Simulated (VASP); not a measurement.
# ZnS (P6_3mc) in VASP: further runs

Aim: see how the results for ZnS move with the level of theory and the settings. Levels: revPBE, PBEsol, RPBE, BLYP+D3(BJ). Tasks: single point.

All numbers are computed with VASP 6.6.1; they aren't measurements. Logs are shortened: lines on timing, memory, paths and dates and some standing lists are left out, and cuts for length are marked.

**Measured values to compare with.**

From a printed reference work, monograph, for a bulk crystal of ZnS at 4 K: band gap 3.911 eV (direct).

How close the calculation comes is told below.

### Step 1. The cell of the first run

The structure is hexagonal, space group P6_3mc (No. 186). The conventional cell has a = 3.812 Å, b = 3.812 Å, c = 18.690 Å, α = 90.00°, β = 90.00°, γ = 120.00°. Zn (site symmetry 3m) has 4 S at 2.33 to 2.34 Å within 3.1 Å. Within 3.1 Å of Zn (site symmetry 3m) lie 4 S at 2.33 to 2.34 Å. Within 3.1 Å of Zn (site symmetry 3m) lie 4 S at 2.33 to 2.34 Å. Within 3.1 Å of S (site symmetry 3m) lie 4 Zn at 2.33 to 2.34 Å. Within 3.1 Å of S (site symmetry 3m) lie 4 Zn at 2.33 to 2.34 Å. S (site symmetry 3m) has 4 Zn at 2.33 to 2.34 Å within 3.1 Å.

### Step 2. Single point, revPBE

INCAR reads:

```
ALGO = Normal
EDIFF = 1E-6
ENCUT = 520
GGA = RE
ISIF = 2
ISMEAR = -1
LASPH = True
LCHARG = False
LREAL = False
LWAVE = False
NBANDS = 66
NELM = 60
PREC = Accurate
SIGMA = 0.05
```

KPOINTS reads:

```
k-points
0
Gamma
  8 8 2
```

POSCAR reads:

```
ZnS
1.0
    3.8120000000      0.0000000000      0.0000000000
   -1.9060000000      3.3012888392      0.0000000000
    0.0000000000      0.0000000000     18.6899900000
Zn S
6 6
Direct
    0.3333333333      0.6666666667      0.8333300000
    0.6666666667      0.3333333333      0.3333300000
    0.6666666667      0.3333333333      0.6666700000
    0.3333333333      0.6666666667      0.1666700000
    0.0000000000      0.0000000000      0.5000000000
    0.0000000000      0.0000000000      0.0000000000
    0.3333333333      0.6666666667      0.9583300000
    0.6666666667      0.3333333333      0.4583300000
    0.6666666667      0.3333333333      0.7916700000
    0.3333333333      0.6666666667      0.2916700000
    0.0000000000      0.0000000000      0.6250000000
    0.0000000000      0.0000000000      0.1250000000
```

Potentials or basis: VASP PAW PBE potentials, release 64 (Zn, S).

On the command line:

```
$ cat potpaw_PBE.64/Zn/POTCAR potpaw_PBE.64/S/POTCAR > POTCAR
$ mpirun -np 1 vasp_std > vasp.out
```

OUTCAR:

```text
EDIFF = 1E-6
   ENCUT = 520
   GGA = RE
   ISIF = 2
   ISMEAR = -1
   LASPH = True
   LREAL = False
   NELM = 60
   PREC = Accurate

 ion  position               nearest neighbor table
   1  0.333  0.667  0.833-   9 2.33   9 2.33   9 2.33   7 2.34
   2  0.667  0.333  0.333-  10 2.33  10 2.33  10 2.33   8 2.34
   3  0.667  0.333  0.667-  11 2.33  11 2.33  11 2.33   9 2.34
   4  0.333  0.667  0.167-  12 2.33  12 2.33  12 2.33  10 2.34
   5  0.000  0.000  0.500-   8 2.33   8 2.33   8 2.33  11 2.34
   6  0.000  0.000  0.000-   7 2.33   7 2.33   7 2.33  12 2.34
   7  0.333  0.667  0.958-   6 2.33   6 2.33   6 2.33   1 2.34
   8  0.667  0.333  0.458-   5 2.33   5 2.33   5 2.33   2 2.34
   9  0.667  0.333  0.792-   1 2.33   1 2.33   1 2.33   3 2.34
  10  0.333  0.667  0.292-   2 2.33   2 2.33   2 2.33   4 2.34
  11  0.000  0.000  0.625-   3 2.33   3 2.33   3 2.33   5 2.34
  12  0.000  0.000  0.125-   4 2.33   4 2.33   4 2.33   6 2.34

  LATTYP: Found a hexagonal cell.
 ALAT       =     3.8120000000
 C/A-ratio  =     4.9029354669

  Lattice vectors:

 A1 = (   3.8120000000,   0.0000000000,   0.0000000000)
 A2 = (  -1.9060000000,   3.3012888392,   0.0000000000)
 A3 = (   0.0000000000,   0.0000000000,  18.6899900000)

Analysis of symmetry for initial positions (statically):
=====================================================================
 Subroutine PRICEL returns:
 Original cell was already a primitive cell.

 Routine SETGRP: Setting up the symmetry group for a
 hexagonal supercell.

 Subroutine GETGRP returns: Found 12 space group operations
 (whereof  6 operations were pure point group operations)
 out of a pool of 24 trial point group operations.

The static configuration has the point symmetry C_3v.
 The point group associated with its full space group is C_6v.

Analysis of symmetry for dynamics (positions and initial velocities):
=====================================================================
 Subroutine PRICEL returns:
 Original cell was already a primitive cell.

 Routine SETGRP: Setting up the symmetry group for a
 hexagonal supercell.

 Subroutine GETGRP returns: Found 12 space group operations
 (whereof  6 operations were pure point group operations)
 out of a pool of 24 trial point group operations.

The dynamic configuration has the point symmetry C_3v.
 The point group associated with its full space group is C_6v.

 Subroutine INISYM returns: Found 12 space group operations
 (whereof  6 operations are pure point group operations),
 and found     1 'primitive' translations

----------------------------------------------------------------------------------------

                                     Primitive cell

  volume of cell :     235.2044

  direct lattice vectors                    reciprocal lattice vectors
     3.812000000  0.000000000  0.000000000     0.262329486  0.151455999  0.000000000
    -1.906000000  3.301288839  0.000000000     0.000000000  0.302911999  0.000000000
     0.000000000  0.000000000 18.689990000     0.000000000  0.000000000  0.053504577

  length of vectors
     3.812000000  3.812000000 18.689990000     0.302911999  0.302911999  0.053504577

  position of ions in fractional coordinates (direct lattice)
     0.333333333  0.666666667  0.833330000
     0.666666667  0.333333333  0.333330000
     0.666666667  0.333333333  0.666670000
     0.333333333  0.666666667  0.166670000
     0.000000000  0.000000000  0.500000000
     0.000000000  0.000000000  0.000000000
     0.333333333  0.666666667  0.958330000
     0.666666667  0.333333333  0.458330000
     0.666666667  0.333333333  0.791670000
     0.333333333  0.666666667  0.291670000
     0.000000000  0.000000000  0.625000000
     0.000000000  0.000000000  0.125000000

  ion indices of the primitive-cell ions
   primitive index   ion index
                 1           1
                 2           2
                 3           3
                 4           4
                 5           5
                 6           6
                 7           7
                 8           8
                 9           9
                10          10
                11          11
                12          12

----------------------------------------------------------------------------------------

 KPOINTS: k-points

Automatic generation of k-mesh.
 Grid dimensions read from file:
 generate k-points for:    8    8    2

 Generating k-lattice:

  Cartesian coordinates                     Fractional coordinates (reciprocal lattice)
     0.032791186  0.018932000  0.000000000     0.125000000  0.000000000  0.000000000
     0.000000000  0.037864000  0.000000000     0.000000000  0.125000000  0.000000000
     0.000000000  0.000000000  0.026752288     0.000000000  0.000000000  0.500000000

  Length of vectors
     0.037864000  0.037864000  0.026752288

  Shift w.r.t. Gamma in fractional coordinates (k-lattice)
     0.000000000  0.000000000  0.000000000

 Subroutine IBZKPT returns following result:
 ===========================================

 Found     20 irreducible k-points:

 Following reciprocal coordinates:
            Coordinates               Weight
  0.000000  0.000000  0.000000      1.000000
  0.125000  0.000000  0.000000      6.000000
  0.250000  0.000000  0.000000      6.000000
  0.375000  0.000000  0.000000      6.000000
  0.500000  0.000000  0.000000      3.000000
  0.125000  0.125000  0.000000      6.000000
[... 12 lines left out ...]
  0.250000  0.250000  0.500000      6.000000
  0.375000  0.250000  0.500000      6.000000
   k-points           NKPTS =     20   k-points in BZ     NKDIM =     20   number of bands    NBANDS=     66
   number of dos      NEDOS =    301   number of ions     NIONS =     12
   total plane-waves  NPLWV = 109760
   dimension x,y,z NGX =    28 NGY =   28 NGZ =  140
   dimension x,y,z NGXF=    56 NGYF=   56 NGZF=  280
   ions per type =               6   6
   NGX,Y,Z   is equivalent  to a cutoff of  12.21, 12.21, 12.45 a.u.
   NGXF,Y,Z  is equivalent  to a cutoff of  24.42, 24.42, 24.91 a.u.
 SYSTEM =  unknown system
   PREC   = accura    normal or accurate (medium, high low for compatibility)
   ISTART =      0    job   : 0-new  1-cont  2-samecut
   ICHARG =      2    charge: 1-file 2-atom 10-const
   ISPIN  =      1    spin polarized calculation?
   LNONCOLLINEAR =      F non collinear calculations
   LSORBIT =      F    spin-orbit coupling
   LASPH  =      T    aspherical Exc in radial PAW
   ENCUT  =  520.0 eV  38.22 Ry    6.18 a.u.   7.09  7.09 34.75*2*pi/ulx,y,z
   NELM   =     60;   NELMIN=  2; NELMDL= -5     # of ELM steps
   EDIFF  = 0.1E-05   stopping-criterion for ELM
   LREAL  =      F    real-space projection
   EDIFFG = 0.1E-04   stopping-criterion for IOM
   NSW    =      0    number of steps for IOM
   IBRION =     -1    ionic relax: 0-MD 1-quasi-New 2-CG
   NFREE  =      0    steps in history (QN), initial steepest desc. (CG)
   ISIF   =      2    stress and relaxation
   ISYM   =      2    0-nonsym 1-usesym 2-fastsym
   POTIM  = 0.5000    time-step for ionic-motion
   TEBEG  =    0.0;   TEEND  =   0.0 temperature during run
   PSTRESS=    0.0 pullay stress
   NELECT =     108.0000    total number of electrons
   NUPDOWN=      -1.0000    fix difference up-down
   EMIN   =  10.00;   EMAX   =-10.00  energy-range for DOS
   EFERMI =   0.00;   METHOD = LEGACY
   ISMEAR =    -1;   SIGMA  =   0.05  broadening in eV -4-tet -1-fermi 0-gaus
   EFERMI_NEDOS =   21; number of points for ismear=-14 and -15
   IALGO  =     38    algorithm
   IMIX   =      4    mixing-type and parameters
     AMIX     =   0.40;   BMIX     =  1.00
     AMIX_MAG =   1.60;   BMIX_MAG =  1.00
  volume/ion in A,a.u.               =      19.60       132.27
  Fermi-wavevector in a.u.,A,eV,Ry     =   1.262993  2.386711 21.703349  1.595151
  Thomas-Fermi vector in A             =   2.396373
   LORBIT       =      0    0 simple, 1 ext, 2 COOP (PROOUT), +10 PAW based schemes
   GGA     = RE    functional components
   LHFCALC =     F    Hartree Fock is set to
   AEXX    =    0.0000 exact exchange contribution
   IVDW    =     0    specifies the selected vdW correction
   LEPSILON=     F    determine dielectric tensor
   LRPA    =     F    only Hartree local field effects (RPA)
 non-spin polarized calculation
  energy-cutoff  :      520.00
  volume of cell :      235.20
 maximum number of plane-waves:      6376
   NGX = 15   NGY = 15   NGZ = 69

 number of electron     107.9999995 magnetization

 Free energy of the ion-electron system (eV)
  ---------------------------------------------------
  ext. energy  EPLUGINS =         0.00000000
  ---------------------------------------------------
  free energy    TOTEN  =       -37.52958992 eV

  energy without entropy =      -37.52958992  energy(sigma->0) =      -37.52958992

 E-fermi :   3.3280     XC(G=0):  -9.4973

 val. band max:        2.2558038122   @ k =   0.0000   0.0000   0.0000
 cond. band min:       4.5454484144   @ k =   0.0000   0.0000   0.0000
 fundamental gap:      2.2896446022
 Fermi energy:         3.3279584145

 k-point     1 :       0.0000    0.0000    0.0000
  band No.  band energies     occupation
      1     -10.9249      2.00000
      2     -10.7249      2.00000
      3     -10.7164      2.00000
      4     -10.2627      2.00000
      5     -10.2539      2.00000
      6      -9.9914      2.00000
[... 58 lines left out ...]
     65       8.7463      0.00000
     66       8.8733      0.00000

 k-point     2 :       0.1250    0.0000    0.0000
  band No.  band energies     occupation
      1     -10.8202      2.00000
      2     -10.6286      2.00000
      3     -10.6200      2.00000
      4     -10.1890      2.00000
      5     -10.1802      2.00000
      6      -9.9337      2.00000
[... 1231 lines left out ...]
     65       8.8313      0.00000
     66       8.8313      0.00000

 k-point    20 :       0.3750    0.2500    0.5000
  band No.  band energies     occupation
      1      -9.8326      2.00000
      2      -9.8326      2.00000
      3      -9.7702      2.00000
      4      -9.7702      2.00000
      5      -9.7117      2.00000
      6      -9.7117      2.00000
[... 58 lines left out ...]
     65       8.9707      0.00000
     66       8.9707      0.00000

------------------------ aborting loop because EDIFF is reached ----------------------------------------

  FORCE on cell =-STRESS in cart. coord.  units (eV):
  Direction    XX          YY          ZZ          XY          YZ          ZX
  --------------------------------------------------------------------------------------
  -------------------------------------------------------------------------------------
  Total        6.2954167      6.2954167      6.3682755      0.0000000      0.0000000      0.0000000
  in kB       42.8834361     42.8834361     43.3797399      0.0000000      0.0000000      0.0000000
  external PRESSURE =      43.0488707 kB  Pullay stress =       0.0000000 kB

 VOLUME and BASIS-vectors are now :
 -----------------------------------------------------------------------------
  energy-cutoff  :      520.00
  volume of cell :      235.20
      direct lattice vectors                 reciprocal lattice vectors
     3.812000000  0.000000000  0.000000000     0.262329486  0.151455999  0.000000000
    -1.906000000  3.301288839  0.000000000     0.000000000  0.302911999  0.000000000
     0.000000000  0.000000000 18.689990000     0.000000000  0.000000000  0.053504577

 POSITION                                       TOTAL-FORCE (eV/Angst)
 -----------------------------------------------------------------------------------
     -0.00000      2.20086     15.57493        -0.000000      0.000000      0.000302
      1.90600      1.10043      6.22993        -0.000000     -0.000000      0.000302
      1.90600      1.10043     12.46006        -0.000000     -0.000000      0.014416
     -0.00000      2.20086      3.11506         0.000000      0.000000      0.014416
      0.00000      0.00000      9.34500         0.000000     -0.000000     -0.002195
      0.00000      0.00000      0.00000         0.000000      0.000000     -0.002195
     -0.00000      2.20086     17.91118         0.000000     -0.000000     -0.029444
      1.90600      1.10043      8.56618         0.000000      0.000000     -0.029444
      1.90600      1.10043     14.79630        -0.000000      0.000000     -0.006579
     -0.00000      2.20086      5.45131         0.000000     -0.000000     -0.006579
      0.00000      0.00000     11.68124         0.000000     -0.000000      0.023500
      0.00000      0.00000      2.33625         0.000000      0.000000      0.023500
 -----------------------------------------------------------------------------------
    total drift:                               -0.000002     -0.000003     -0.000568

  FREE ENERGIE OF THE ION-ELECTRON SYSTEM (eV)
  ---------------------------------------------------
  free  energy   TOTEN  =       -37.5295899230 eV

  energy  without entropy=      -37.5295899230  energy(sigma->0) =      -37.52958992
```

Run time: 10 min. Hardware: 1 thread of Intel Xeon Platinum 8559C (Emerald Rapids), shared host; peak memory 0.45 GiB.

What came out:

```
Free energy            : -37.5296 eV
Pressure               : 4.3 GPa
Largest force          : 0.029 eV/Å
Band gap on the k mesh : 2.29 eV
```

Forces in eV/Å, atoms in the order of the input:
```
Zn   0.000  0.000  0.000
Zn   0.000  0.000  0.000
Zn   0.000  0.000  0.014
Zn   0.000  0.000  0.014
Zn   0.000  0.000 -0.002
Zn   0.000  0.000 -0.002
S    0.000  0.000 -0.029
S    0.000  0.000 -0.029
S    0.000  0.000 -0.007
S    0.000  0.000 -0.007
S    0.000  0.000  0.024
S    0.000  0.000  0.024
```

Levels at points of the mesh, in eV from the valence-band top:
| k point | band 52 | band 53 | band 54 | band 55 | band 56 | band 57 |
| --- | --- | --- | --- | --- | --- | --- |
| (0.00, 0.00, 0.00) | -0.02 | 0.00 | 0.00 | 2.29 | 3.31 | 3.36 |
| (0.50, 0.00, 0.00) | -1.26 | -1.09 | -0.88 | 3.53 | 3.66 | 3.70 |
| (0.00, 0.00, 0.50) | -0.07 | -0.07 | -0.07 | 2.75 | 2.75 | 3.36 |
| (0.50, 0.00, 0.50) | -1.21 | -0.98 | -0.98 | 3.47 | 3.47 | 3.94 |

Caveat: the cell stands under pressure; the PAW data sets were made with another functional, which shifts forces and pressure a little. A k mesh can miss the band edges.

(Part 1 of 2 ends here.)
